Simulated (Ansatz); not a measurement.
**1T-MnO2 bilayer (AA) in a perpendicular field**

What dipole does a perpendicular field induce in the 1T-MnO2 bilayer (AA), and does the gap follow? A positive field points along +c.

Method: plane-wave DFT, PBE-D4, Ansatz PAW, in the first sound run; inputs show where later runs differ, in Ansatz 0.2.0.

## Step 1: Starting point

The cell holds 6 atoms: 4 O and 2 Mn. Cell: a = 2.784 Å, b = 2.784 Å, c = 25.181 Å, α = 90.0°, β = 90.0°, γ = 120.0°. Regions: layer 1: 1T-MnO2, 3 atoms (2 O and 1 Mn); layer 2: 1T-MnO2, 3 atoms (2 O and 1 Mn). Vacuum lies along c.

## Step 2: Relaxation

The starting cell is a guess, so the in-plane lattice and the atoms are relaxed first, with the slab cut off from its images along the normal. The program lengthens the vector along the normal by itself, so c and the volume that it reports differ from the typed ones.

input.yaml reads:

```yaml
crystal:
  lattice:
    - [2.783753, 0.0, 0.0]
    - [-1.3918765, 2.4108008159, 0.0]
    - [0.0, 0.0, 25.181434174]
  atoms:
    - { symbol: O, position: [0.6666666667, 0.3333333333, 0.3574061723] }
    - { symbol: Mn, position: [0.0, 0.0, 0.3999120334], spin: 4.0 }
    - { symbol: O, position: [0.3333333333, 0.6666666667, 0.4424178945] }
    - { symbol: O, position: [0.6666666667, 0.3333333333, 0.5575821055] }
    - { symbol: Mn, position: [0.0, 0.0, 0.6000879666], spin: 4.0 }
    - { symbol: O, position: [0.3333333333, 0.6666666667, 0.6425938277] }
  periodic: [true, true, false]
magnetization:
  spin_polarized: true
kpoints:
  mp_grid: { grid: [12, 12, 1] }
hamiltonian:
  xc: pbe
  dispersion: d4
scf:
  occupations: { method: fermi_dirac, width: 0.05 }
  convergence: { dr2_threshold: 1.0e-09 }
relax:
  f_tol: 0.004
  max_steps: 90
  cell: {}
output:
  write_potential: true
  write_density: true
  volumetric_format: npy
```

Launch:

```console
$ ansatz run input.yaml --threads 4 --pin off --max-ram 6144MiB --backend cpu --events-out ev --progress --plain --runs-dir out
```

Numbers of over 12 decimals in the logs are rounded to 6 here.

The log of the run:

```text
Warning: crystal.periodic: the lattice vector that does not repeat stood 0.000° off the slab's normal, 25.181 Å along it as the deck builds it. The run solves the slab on a vector along the normal, 38.163 Å long, with every atom where it was (on the deck's vector they left 18.00 Å outside them, and the widest stretch free of ions among them is 2.90 Å). A fractional position that the run reports is one of the run's ce [...]
Warning: relax.cell: scf.convergence.dr2_threshold = 1e-9 eV is looser than the 2.03250875672e-10 eV advised for a relaxation that steers and ends on the stress (1e-10 eV for each atom of the cell: 6, times the square of relax.cell.stress_2d_tol = 0.05 N/m over 17.2 Å (the atoms' height at the walk's start and 5 Å past either face), 2.910e-2 GPa, over a crystal's default 0.05). What an SCF threshold leaves in a stress goes as its square root, and in the free energy as the threshold itself, and one threshold admits the most on a small cell: [figures from the program's tests cut] Set scf.convergence.dr2_threshold to 2.03250875672e-10 eV or tighter. [rest of the remark cut]
crystal.periodic: the lattice vector that does not repeat stood 0.000° off the slab's normal, 25.181 Å along it as the deck builds it. The run solves the slab on a vector along the normal, 38.163 Å long, with every atom where it was (on the deck's vector they left 18.00 Å outside them, and the widest stretch free of ions among them is 2.90 Å). A fractional position that the run reports is one of the run's cell, which [...]
Engine: ansatz 0.2.0, aarch64-unknown-linux-gnu
Pseudopotentials: kind: paw
Pseudopotential: O, paw, valence charge 6, recommended cutoff 420 eV (normal), O.paw.azcp
Pseudopotential: Mn, paw, valence charge 15, recommended cutoff 420 eV (normal), Mn.paw.azcp
Functional definition: PBE
  parameter kappa = 0.804
  parameter beta = 0.066725
  exchange = pbe_x(kappa = kappa, mu = beta*pi^2/3)
  correlation = pbe_c(beta = beta)
Crystal: 6 atoms, lattice volume = 256.114 Å³
Basis set: ecut = 420 eV, 5059 PW (Γ), exchange–correlation on 40×40×512 points (8 copies of the dense FFT grid, shifted against one another)
Bands: 38, of which v1, the nominal top of the filled ones, is band 27 counted from 1 (26 counted from 0)
Symmetry: 12 space group operations
Space group: P-3m1 (ITA 164), of the structure as read, at distance tolerance 6.4e-5 Å
Magnetic group: BNS 164.85 (UNI 1315), of the structure as read, at distance tolerance 6.4e-5 Å
k-points: 19 of 144
Non-local potential: O, projectors of the file, l = 0: 2, l = 1: 2, l = 2: 1
Non-local potential: Mn, projectors of the file, l = 0: 3, l = 1: 2, l = 2: 3, l = 3: 1
PAW form: soft (Blöchl's): semilocal exchange-correlation on the pseudo side does not see the compensation charge
PAW one-centre angular grid: O, 110 points (default); XC on 64 Gauss nodes
PAW one-centre angular grid: Mn, 590 points (default); XC on 64 Gauss nodes
Initial density: superposition of atomic densities (neutral atoms: chi_scale 0, normalization atom)
Starting moments: Σ|m| = 8 μB on 2 of 6 sites
Initial wavefunctions: pseudopotential atomic-orbital guess
Functional: x = pbe(κ = 0.804, μ = 0.219515), c = pbe(β = 0.066725)
SCF iter   1: F=—  HF=-10074.224436 eV  |F-HF|=—  |Δ(HF+E_count)|=         —  Δρ=7.05e-2 (↑7.05e-2 ↓4.49e-2)  dr2=2.84e1  dr2_m=1.58e0  M=6.000 μB ∫|m|=6.500 μB  β_m=0.30  ethr=3.10e-3  ⟨swp⟩=15.9  Hψ=10895  notcnv=0
Mixer restart at iter 1: flushing history
preconditioner: auto → Resta (q_TF=auto, 2.105 Å⁻¹)  ε∞=2.1  [insulator: Δε(μ)=1.911 eV  Ē_g=13.546 eV  σ=0.050 eV  W_gap=1.00  n_scr=24 (ndim 8)  ℏωp=14.3 eV  f_vac=0.732  D(μ)=0.00/eV (n_scr^D=0)  ε∞_Penn≈2.1  vacuum switching on, ρ_ref=1.3e-2 e/Å³]
spin=Collinear: Resta preconditioning applied to the charge; magnetization (m = ρ↑ − ρ↓) channel mixes plain (no charge-response kernel on spin).
SCF iter   2: F=—  HF=-10066.159946 eV  |F-HF|=—  |Δ(HF+E_count)|=    8.06e0  Δρ=1.74e-2 (↑1.74e-2 ↓1.69e-2)  dr2=6.87e-1  dr2_m=3.15e-1  M=6.000 μB ∫|m|=6.761 μB  β_m=0.30  ethr=3.10e-3  ⟨swp⟩=5.3  Hψ=4639  notcnv=0  defer=109
SCF iter   3: F=—  HF=-10066.768411 eV  |F-HF|=—  |Δ(HF+E_count)|=   6.08e-1  Δρ=1.29e-2 (↑1.26e-2 ↓1.29e-2)  dr2=3.21e-1  dr2_m=2.09e-1  M=6.000 μB ∫|m|=6.598 μB  β_m=0.63  ethr=1.27e-3  ⟨swp⟩=3.8  Hψ=3517  notcnv=0  defer=119
SCF iter   4: F=—  HF=-10067.816889 eV  |F-HF|=—  |Δ(HF+E_count)|=    1.05e0  Δρ=5.89e-3 (↑3.32e-3 ↓5.89e-3)  dr2=4.10e-2  dr2_m=4.70e-2  M=6.000 μB ∫|m|=6.193 μB  β_m=0.82  ethr=5.94e-4  ⟨swp⟩=4.3  Hψ=3619  notcnv=0  defer=121
SCF iter   5: F=—  HF=-10067.912163 eV  |F-HF|=—  |Δ(HF+E_count)|=         —  Δρ=4.48e-3 (↑4.48e-3 ↓3.12e-3)  dr2=9.55e-2  dr2_m=2.21e-2  M=6.000 μB ∫|m|=6.059 μB  β_m=0.82  ethr=7.59e-5  ⟨swp⟩=4.0  Hψ=3944  notcnv=0  defer=136
SCF iter   6: F=—  HF=-10068.036717 eV  |F-HF|=—  |Δ(HF+E_count)|=   1.25e-1  Δρ=8.92e-3 (↑8.92e-3 ↓7.20e-3)  dr2=1.56e0  dr2_m=2.93e-3  M=6.000 μB ∫|m|=6.058 μB  β_m=0.33  ethr=7.59e-5  ⟨swp⟩=3.9  Hψ=3437  notcnv=0  defer=143  recentre
SCF iter   7: F=—  HF=-10067.903887 eV  |F-HF|=—  |Δ(HF+E_count)|=   1.33e-1  Δρ=2.32e-3 (↑2.32e-3 ↓1.47e-3)  dr2=1.03e-2  dr2_m=6.74e-3  M=6.000 μB ∫|m|=6.054 μB  β_m=0.61  ethr=7.59e-5  ⟨swp⟩=3.2  Hψ=3298  notcnv=0  defer=148
SCF iter   8: F=—  HF=-10067.903061 eV  |F-HF|=—  |Δ(HF+E_count)|=   8.26e-4  Δρ=3.25e-4 (↑1.89e-4 ↓3.25e-4)  dr2=7.26e-4  dr2_m=2.25e-5  M=6.000 μB ∫|m|=6.050 μB  β_m=0.73  ethr=1.91e-5  ⟨swp⟩=3.4  Hψ=3228  notcnv=0  defer=149
SCF iter   9: F=—  HF=-10067.903248 eV  |F-HF|=—  |Δ(HF+E_count)|=   1.88e-4  Δρ=1.56e-4 (↑9.01e-5 ↓1.56e-4)  dr2=4.90e-5  dr2_m=1.87e-5  M=6.000 μB ∫|m|=6.051 μB  β_m=0.65  ethr=1.34e-6  ⟨swp⟩=2.9  Hψ=2823  notcnv=0  defer=149
SCF iter  10: F=—  HF=-10067.903229 eV  |F-HF|=—  |Δ(HF+E_count)|=   1.95e-5  Δρ=5.35e-5 (↑2.92e-5 ↓5.35e-5)  dr2=2.62e-6  dr2_m=3.25e-6  M=6.000 μB ∫|m|=6.051 μB  β_m=0.82  ethr=9.08e-8  ⟨swp⟩=4.0  Hψ=3316  notcnv=0  defer=149
SCF iter  11: F=—  HF=-10067.903231 eV  |F-HF|=—  |Δ(HF+E_count)|=   2.03e-6  Δρ=1.29e-5 (↑1.29e-5 ↓1.24e-5)  dr2=1.22e-6  dr2_m=5.45e-8  M=6.000 μB ∫|m|=6.051 μB  β_m=0.91  ethr=4.85e-9  ⟨swp⟩=2.8  Hψ=2793  notcnv=0  defer=149
SCF iter  12: F=—  HF=-10067.903231 eV  |F-HF|=—  |Δ(HF+E_count)|=   3.92e-8  Δρ=2.32e-6 (↑2.32e-6 ↓1.35e-6)  dr2=2.16e-8  dr2_m=2.46e-9  M=6.000 μB ∫|m|=6.051 μB  β_m=0.86  ethr=2.26e-9  ⟨swp⟩=3.1  Hψ=2951  notcnv=0  defer=149
[...]
relax step   9: F+E_penalty+E_count = -10068.28905305 eV  Δ(F+E_penalty+E_count) = +1.159e-4 eV  max|allowed force component| = 1.967e-4 eV/Å  Δτ_max = 0.0008 Å  P = +0.001 N/m  Ω = 271.311 Å³  energy of the carried Pulay correction = -1.106e-3 eV  fix = [c, alpha, beta]  reactions: c +0.000 N/m  (9 SCF iters, accepted)
iter 1 solved again at ethr=1.01e-7 eV; its pass at ethr=3.10e-3 eV (dr2=5.43e-5 eV) is discarded
SCF iter   1: F=—  HF=-10068.289798 eV  |F-HF|=—  |Δ(HF+E_count)|=         —  Δρ=1.19e-5 (↑1.19e-5 ↓1.09e-5)  dr2=1.17e-7  dr2_m=4.48e-9  M=6.000 μB ∫|m|=6.078 μB  β_m=0.65  ethr=1.01e-7  ⟨swp⟩=6.3  Hψ=17288  notcnv=0
preconditioner: auto → Resta (q_TF=auto, 2.085 Å⁻¹)  ε∞=2.4  [insulator: Δε(μ)=0.950 eV  Ē_g=11.800 eV  σ=0.050 eV  W_gap=1.00  n_scr=24 (ndim 8)  ℏωp=13.9 eV  f_vac=0.759  D(μ)=0.00/eV (n_scr^D=0)  ε∞_Penn≈2.4  vacuum switching on, ρ_ref=1.0e-2 e/Å³]
spin=Collinear: Resta preconditioning applied to the charge; magnetization (m = ρ↑ − ρ↓) channel mixes plain (no charge-response kernel on spin).
SCF iter   2: F=—  HF=-10068.290093 eV  |F-HF|=—  |Δ(HF+E_count)|=   2.95e-4  Δρ=4.26e-6 (↑4.26e-6 ↓3.82e-6)  dr2=2.91e-8  dr2_m=8.62e-10  M=6.000 μB ∫|m|=6.078 μB  β_m=0.53  ethr=2.16e-10  ⟨swp⟩=3.9  Hψ=3806  notcnv=0
SCF iter   3: F=—  HF=-10068.290126 eV  |F-HF|=—  |Δ(HF+E_count)|=   3.28e-5  Δρ=2.03e-6 (↑2.03e-6 ↓1.84e-6)  dr2=5.03e-9  dr2_m=1.53e-10  M=6.000 μB ∫|m|=6.078 μB  β_m=0.60  ethr=5.39e-11  ⟨swp⟩=3.6  Hψ=2709  notcnv=0
SCF iter   4: F=—  HF=-10068.290143 eV  |F-HF|=—  |Δ(HF+E_count)|=   1.68e-5  Δρ=9.51e-7 (↑9.51e-7 ↓8.06e-7)  dr2=1.52e-8  dr2_m=2.89e-11  M=6.000 μB ∫|m|=6.078 μB  β_m=0.43  ethr=9.32e-12  ⟨swp⟩=3.8  Hψ=3165  notcnv=0  recentre
SCF iter   5: F=—  HF=-10068.290144 eV  |F-HF|=—  |Δ(HF+E_count)|=   6.10e-7  Δρ=1.65e-7 (↑1.65e-7 ↓1.57e-7)  dr2=2.36e-10  dr2_m=1.98e-12  M=6.000 μB ∫|m|=6.078 μB  β_m=0.42  ethr=9.32e-12  ⟨swp⟩=3.3  Hψ=2340  notcnv=0
iter 6 met the thresholds in force, and the SCF goes on: an eigenvalue changes by 10.25 meV, over its tolerance of 0.05 meV (output.eigenvalues, Limitations)
SCF iter   6: F=-10068.290144 eV  HF=-10068.290144 eV  |F-HF|=1.07e-7  |Δ(HF+E_count)|=   2.05e-8  Δρ=9.56e-8 (↑8.63e-8 ↓9.56e-8)  dr2=8.18e-11  dr2_m=7.31e-13  M=6.000 μB ∫|m|=6.078 μB  β_m=0.64  ethr=1.00e-12  ⟨swp⟩=17.5  Hψ=11328  notcnv=0
iter 7 met the thresholds in force, and the SCF goes on: an eigenvalue changes by 0.25 meV, over its tolerance of 0.05 meV (output.eigenvalues, Limitations)
SCF iter   7: F=-10068.290144 eV  HF=-10068.290144 eV  |F-HF|=2.14e-9  |Δ(HF+E_count)|=   1.05e-7  Δρ=1.15e-8 (↑8.45e-9 ↓1.15e-8)  dr2=9.93e-13  dr2_m=5.00e-14  M=6.000 μB ∫|m|=6.078 μB  β_m=1.00  ethr=1.00e-12  ⟨swp⟩=11.5  Hψ=8733  notcnv=0
Mixer restart at iter 7: flushing history
SCF iter   8: F=-10068.290144 eV  HF=-10068.290144 eV  |F-HF|=4.37e-11  |Δ(HF+E_count)|=   2.04e-9  Δρ=2.57e-8 (↑2.52e-8 ↓2.57e-8)  dr2=8.78e-12  dr2_m=1.80e-14  M=6.000 μB ∫|m|=6.078 μB  ethr=1.00e-12  ⟨swp⟩=9.7  Hψ=8136  notcnv=0
SCF 10 converged in 8 iterations: F = -10068.290144 eV  dr2 = 8.78e-12
relax step  10: F+E_penalty+E_count = -10068.29014368 eV  Δ(F+E_penalty+E_count) = -1.091e-3 eV  max|allowed force component| = 1.955e-4 eV/Å  Δτ_max = 0.0000 Å  P = +0.013 N/m  Ω = 271.311 Å³  fix = [c, alpha, beta]  reactions: c +0.000 N/m  stress off target by 1.34e-2 N/m on what of the cell is left free  SCF on the basis re-selected at this cell (its energy is not comparable with the rows above)  (8 SCF iters)
basis re-selected at this cell: Δ(F+E_penalty+E_count) = -1.091e-3 eV, ΔP = +0.013 N/m vs the last step (what re-selecting the basis moved, of the pressure what is left beyond the Pulay correction that the steps carried, after the strain that the cell walked since its last selection, with what the two solves' SCF thresholds leave and, on support functions, any second-order correction that the steps lacked; it is no m [...]
WARN: The output density's exchange-correlation potential varies sharply where the density is thin. Do not read a vacuum level from v_tot or v_xc, or from such a field of the output density. On a cell that repeats whose density bears no net charge and no dipole along the vacuum's axis use v_es (v_loc + v_h of the components); under efield.dipole_correction with no amplitude use v_es + v_field, which holds any externa [...]
SCF converged after 8 iterations
an eigenvalue changed by more than its tolerance at an iteration that met the thresholds in force, so the SCF went on 2 times, its first undamped step at iteration 7: the last check found none over its tolerance
Magnetization: 6.0000 μB (30.0000 up, 24.0000 down)
Absolute magnetization: 6.0812 μB (∫|ρ↑−ρ↓|, with the PAW one-centre terms)
Spin contamination: 0.0693 ħ² per cell (⟨S²⟩ above its minimum at these occupations)
Per-site moments (μB) at R_I (Å): [(0.047558, 0.788445), (2.502683, 0.787855), (0.047701, 0.787855), (0.047701, 0.787855), (2.502683, 0.787855), (0.047558, 0.788445)]
Free energy (F): -10068.290144 eV
Harris-Foulkes:  -10068.290144 eV  (|F-HF|=4.37e-11)
Internal energy: -10068.290138 eV  (E = F + TS)
E sigma→0 (E₀):  -10068.290141 eV
Entropy (-TS):   -0.000005 eV (-0.001 meV/atom)
Fermi energy:    -7.078493 eV
--- Per-component energies (eV) ---
  E_band       = -1555.668182
  E_kinetic    = 1297.289683
  E_local      = -258319.518798  (includes V_loc(G=0)·N_el)
  E_nonlocal   = 667.390241
  E_hartree    = 128092.348558
  E_xc         = -520.926632
  E_vxc        = -665.529237  (∫ρ·V_xc dr)
  E_paw        = -3221.557696  (= ΣΔE_a)
  E_vpaw       = -720.007311  (= ΣTr[D̂ρ^β])
  E_aug_tail   = 0.009606  (compensation charges beyond the density's cutoff)
  E_ewald      = 121937.584578
  E_disp       = -0.909678  (pairwise vdW)
  E_smearing   = -0.000005  (= −TS)
  E_closure    = 0.000000  (closes the sum)
  Σ components = -10068.290144   (vs F -10068.290144, Δ=0.00e0)
--- Forces (eV/Å), atoms counted from 1 ---
  atom   1  O      0.00000000     0.00000000     0.00001618
  atom   2  Mn     0.00000000    -0.00000000     0.00019555
  atom   3  O     -0.00000000    -0.00000000     0.00001728
  atom   4  O      0.00000000     0.00000000    -0.00001728
  atom   5  Mn     0.00000000     0.00000000    -0.00019555
  atom   6  O     -0.00000000    -0.00000000    -0.00001618
  max |Σ_I F_I| component: 1.85e-17 eV/Å
--- 2D stress c σ (N/m, compression-positive) ---
        0.013380       0.000000      -0.000000
       -0.000000       0.013380      -0.000000
       -0.000000      -0.000000       0.000000
  P = ½ c Tr σ = 0.0134 N/m
--- Band table (eV; the first three rows and the last of 38) ---
  k-point 0 ↑: bands = [... 23 lower, -8.9739, -8.9301, -8.9301, -8.9041, -8.9041, -7.8173, -7.6397, -4.6336, ... 7 higher]
  k-point 1 ↑: bands = [... 23 lower, -8.9938, -8.9674, -8.8098, -8.7347, -8.7136, -7.7845, -7.5894, -4.8547, ... 7 higher]
  k-point 2 ↑: bands = [... 23 lower, -9.0780, -8.9147, -8.5429, -8.4856, -8.4644, -7.8067, -7.6037, -5.3831, ... 7 higher]
  k-point 18 ↓: bands = [... 23 lower, -10.1523, -6.2893, -6.2510, -5.4760, -5.4760, -5.4637, -5.4637, -4.0245, ... 7 higher]
  the weakly bound empty levels are not read free of the cell's end (no_gap_told)
--- Relaxed structure (8 steps of the walk, 8 accepted, 2 SCFs on fresh bases) ---
  F+E_penalty+E_count = -10068.29014368 eV   max|allowed force component| = 1.955e-4 eV/Å   (the final SCF, on the basis selected at the relaxed cell)
  cell:  # Å, volume = 271.3108 Å³
    - [2.865152, 0.0, 0]
    - [-1.432576, 2.481295, 0]
    - [0, 0, 38.162868]
  atoms:
    - { symbol: O, position: [0.666667, 0.333333, 0.245184] }
    - { symbol: Mn, position: [6.491701540006213e-18, 0, 0.270276] }
    - { symbol: O, position: [0.333333, 0.666667, 0.295294] }
    - { symbol: O, position: [0.666667, 0.333333, 0.364547] }
    - { symbol: Mn, position: [-6.49170154000621e-18, 0, 0.389565] }
    - { symbol: O, position: [0.333333, 0.666667, 0.414658] }
```

The job ended after 82 s (4 threads of Arm Neoverse V2, shared host; peak memory 0.84 GiB).

Relaxation path:

```csv
step,energy less that of the first step (eV),largest force component (eV/Å),volume (Å³)
1,0.0000,1.4827,256.11
2,-0.3327,0.4566,270.02
3,-0.3593,0.1131,271.11
4,-0.3619,0.0287,270.41
5,-0.3624,0.0030,270.36
6,-0.3624,0.0001,270.35
7*,-0.3864,0.0015,270.35
8,-0.3859,0.0030,271.20
9,-0.3858,0.0002,271.31
10*,-0.3869,0.0002,271.31
```

Relaxation steps marked * repeat the geometry before them on a plane-wave basis chosen anew for their cell, so energy and pressure can jump there.

Forces are held to the 12 operations that the run works with; a distortion that breaks them can't arise in this run.

```csv
cell as run,before,after,change
a (Å),2.784,2.865,+2.9 %
b (Å),2.784,2.865,+2.9 %
```

The atoms that moved most (Å, along periodic axes as changes of fractional coordinates times the final cell, across vacuum about the mean position):

```csv
atom,dx,dy,dz,length
O1,0.000,0.000,0.357,0.357
O6,0.000,0.000,-0.357,0.357
Mn5,0.000,0.000,-0.244,0.244
Mn2,0.000,0.000,0.244,0.244
O4,0.000,0.000,-0.129,0.129
O3,0.000,0.000,0.129,0.129
```

Final coordinates:

```xyz
6
Lattice="2.8652 0.0000 0.0000 -1.4326 2.4813 0.0000 0.0000 0.0000 38.1629" Properties=species:S:1:pos:R:3
O     1.4326    0.8271    9.3569
Mn    0.0000    0.0000   10.3145
O     0.0000    1.6542   11.2693
O     1.4326    0.8271   13.9122
Mn    0.0000    0.0000   14.8669
O     0.0000    1.6542   15.8245
```

Numbers from this step:

| Property | Result |
| --- | --- |
| total moment | 6.000 μB |
| site moments | 0.04756, 2.503, 0.04770, 0.04770, 2.503, 0.04756 μB |

Site moment by atom:

```csv
atom,site moment (μB)
O1,0.05
Mn2,2.50
O3,0.05
O4,0.05
Mn5,2.50
O6,0.05
```

The lattice constant a goes from 2.784 to 2.865 Å.

[end of part 1 of 3]

[Logs are printed without paths, hosts, clocks, repeated set-up lines and the standing remarks that a program may print on its own settings, such as how far it seeks lower states.]

[Hosts, paths, dates, database ids (printed as entryN), source tags and the programs' standing remarks are cut or masked in the printed files.]

[Maps of the electrostatic potential energy from Ansatz leave out the sawtooth potential of an applied field or a dipole correction, so their vacuum need not be flat; planar profiles and work functions include it.]
